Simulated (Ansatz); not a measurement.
The structure is an experimental refinement, used without relaxation. The listed cell was then made from it by scaling, straining or moving an atom.

An input for MgI2: DFT, PBEsol, all-electron PAW with datasets made for the crystal, scalar-relativistic (Ansatz 0.2.0).

Command: `ansatz run input.yaml --threads 1 --pin off --max-ram 4096MiB --backend cpu --events-out ev --progress --plain --runs-dir out` The run took 4.9 s on 1 thread of AMD EPYC 9R45 96-Core Processor (Zen 5) (shared host), peak memory 0.61 GiB.

```yaml
crystal:
  lattice:
    - [4.2083603386, 0.0, 0.0]
    - [-2.1041801693, 3.6445469615, 0.0]
    - [0.0, 0.0, 6.952299829]
  atoms:
    - { symbol: Mg, position: [0.0, 0.0, 0.0] }
    - { symbol: I, position: [0.3333333333, 0.6666666667, 0.75763] }
    - { symbol: I, position: [0.6666666667, 0.3333333333, 0.24237] }
kpoints:
  mp_grid: { grid: [7, 7, 4] }
scf:
  occupations: { method: fermi_dirac, width: 0.03 }
hamiltonian:
  xc: pbesol
  pseudopotentials: { kind: all_electron, datasets: crystal }
output:
  forces: true
  stress: true
  eigenvalues: true
  efg: { contact_densities: true }
```

Set-up and iterations as logged by Ansatz (the results part is left out, to be predicted):

```
hamiltonian.pseudopotentials.datasets: crystal makes datasets for this crystal and solves the spheres of its atoms anew in each pass: cutoff 260.0 eV, the density's 1040.0 eV; for an error of 0.50 meV an atom under PBE, 1.5 meV for the cell; an energy difference from a run of another recipe may be off by several times the error for the cell, under r2SCAN by more, where some 0.1 meV an atom stays at smaller errors; Mg in spheres of 1.376 Å, 10 of its electrons in bands; I in spheres of 1.376 Å, 17 of its electrons in bands
Engine: ansatz 0.2.0
Pseudopotentials: kind: all_electron
Pseudopotential: Mg, paw, valence charge 10, recommended cutoff 260 eV (normal), Koelling and Harmon's equation, gaussian nucleus
Pseudopotential: I, paw, valence charge 17, recommended cutoff 260 eV (normal), Koelling and Harmon's equation, gaussian nucleus
Functional definition: PBEsol
  exchange = pbesol_x
  correlation = pbesol_c
Crystal: 3 atoms, lattice volume = 106.631 Å³
Basis set: ecut = 260 eV, 1039 PW (Γ), exchange–correlation on 48×48×80 points (8 copies of the dense FFT grid, shifted against one another)
Bands: 27, of which v1, the nominal top of the filled ones, is band 22 counted from 1 (21 counted from 0)
Symmetry: 12 space group operations
Space group: P-3m1 (ITA 164), of the structure as read, at distance tolerance 4.7e-5 Å
k-points: 28 of 196
Non-local potential: Mg, projectors of the file, l = 0: 3, l = 1: 3
Non-local potential: I, projectors of the file, l = 0: 1, l = 1: 1, l = 2: 2
PAW form: soft (Blöchl's): semilocal exchange-correlation on the pseudo side does not see the compensation charge
PAW one-centre angular grid: Mg, 110 points (default); XC on its mesh's 2015 points in the sphere
PAW one-centre angular grid: I, 590 points (default); XC on its mesh's 1859 points in the sphere
Initial density: superposition of atomic densities (neutral atoms: chi_scale 0, normalization atom)
Initial wavefunctions: pseudopotential atomic-orbital guess
Functional: x = pbesol(κ = 0.804, μ = 0.12345679012345678), c = pbesol(β = 0.046)
iter 1 solved again at ethr=1.38e-3 eV; its pass at ethr=1.00e-1 eV (dr2=6.06e-1 eV) is discarded
SCF iter   1: F=—  HF=-392565.564224 eV  |F-HF|=—  |Δ(HF+E_count)|=         —  Δρ=1.66e-2  dr2=5.83e-1  ethr=1.38e-3  ⟨swp⟩=5.2  Hψ=4227  notcnv=0
SCF iter   2: F=—  HF=-392565.424249 eV  |F-HF|=—  |Δ(HF+E_count)|=   1.40e-1  Δρ=9.22e-3  dr2=1.41e-1  ethr=1.32e-3  ⟨swp⟩=3.2  Hψ=1703  notcnv=0
iter 3 solved again at ethr=2.12e-5 eV; its pass at ethr=3.20e-4 eV (dr2=9.34e-3 eV) is discarded
SCF iter   3: F=—  HF=-392565.404683 eV  |F-HF|=—  |Δ(HF+E_count)|=   1.96e-2  Δρ=2.73e-3  dr2=9.04e-3  ethr=2.12e-5  ⟨swp⟩=3.4  Hψ=3674  notcnv=0  defer=8
SCF iter   4: F=—  HF=-392565.404200 eV  |F-HF|=—  |Δ(HF+E_count)|=   4.83e-4  Δρ=1.10e-3  dr2=1.43e-3  ethr=2.06e-5  ⟨swp⟩=2.6  Hψ=1530  notcnv=0  defer=5
SCF iter   5: F=—  HF=-392565.404165 eV  |F-HF|=—  |Δ(HF+E_count)|=   3.50e-5  Δρ=1.76e-4  dr2=4.48e-5  ethr=3.25e-6  ⟨swp⟩=3.2  Hψ=1907  notcnv=0  defer=2
SCF iter   6: F=—  HF=-392565.404146 eV  |F-HF|=—  |Δ(HF+E_count)|=   1.96e-5  Δρ=6.61e-5  dr2=7.89e-6  ethr=1.02e-7  ⟨swp⟩=3.1  Hψ=1730  notcnv=0  defer=1
SCF iter   7: F=—  HF=-392565.404148 eV  |F-HF|=—  |Δ(HF+E_count)|=   2.59e-6  Δρ=2.07e-5  dr2=5.18e-7  ethr=1.79e-8  ⟨swp⟩=3.1  Hψ=1537  notcnv=0  defer=1
SCF iter   8: F=—  HF=-392565.404149 eV  |F-HF|=—  |Δ(HF+E_count)|=   4.70e-7  Δρ=8.69e-6  dr2=9.83e-8  ethr=1.18e-9  ⟨swp⟩=3.1  Hψ=1607  notcnv=0  defer=1
SCF iter   9: F=-392565.404149 eV  HF=-392565.404149 eV  |F-HF|=1.22e-8  |Δ(HF+E_count)|=   1.23e-7  Δρ=3.89e-6  dr2=1.99e-8  ethr=2.23e-10  ⟨swp⟩=3.3  Hψ=1720  notcnv=0  defer=1
```

Question: What pressure will this run report?

Answer: -1.26 GPa (positive in compression).

Question: How large will the largest force be?

Answer: 0.213 eV/Å.
